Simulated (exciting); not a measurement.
Runs of exciting (release sodium) on PbS (Galena). It takes space group Fm-3m (No. 225, cubic). The conventional cell has a = 5.931 Å, b = 5.931 Å, c = 5.931 Å, α = 90.00°, β = 90.00°, γ = 90.00°. Pb (site symmetry m-3m) has 6 S at 2.97 Å as nearest neighbours. Around S (site symmetry m-3m) lie 6 Pb at 2.97 Å. 

| task | level | spin | k mesh | smearing | outputlevel | nempty | epsengy | epspot | maxscl | rgkmax | gap on the mesh (eV) |
| --- | --- | --- | --- | --- | --- | --- | --- | --- | --- | --- | --- |
| band structure | LDA | SOC, no magnetisation | 6 × 6 × 6 | fermi-dirac 0.05 eV | high | 20 | 1e-05 Ha | 1e-05 Ha | 60 | 7.5 | 0.05 |
| band structure | PBE | off | 8 × 8 × 8 | fermi-dirac 0.05 eV | normal | 10 | 1e-05 Ha | 1e-05 Ha | 60 | 7.5 | 0.36 |
| single point | PBE | off | 8 × 8 × 8 | gaussian 0.011 eV | high | 10 | 1e-05 Ha | 1e-05 Ha | 60 | 7.5 | 0.36 |
| band structure | LDA | off | 8 × 8 × 8 | fermi-dirac 0.05 eV | normal | 10 | 1e-05 Ha | 1e-05 Ha | 60 | 7.5 | (a) |

Alike in all rows: potentials or basis all-electron LAPW+lo, shipped species files, valence relativity iora*; cell as given.

**Question.** Fill in the values left out.

**Answer.** (a) 0.23.

Caveats: spin-orbit coupling is left out, which as a rule narrows the gap of such compounds by several tenths of an eV (some runs); the tetrahedron DOS on this energy grid can lose part of the weight of narrow d or f bands (some runs).

A k mesh can miss the band edges, and rows without SOC leave out spin-orbit coupling on Pb.
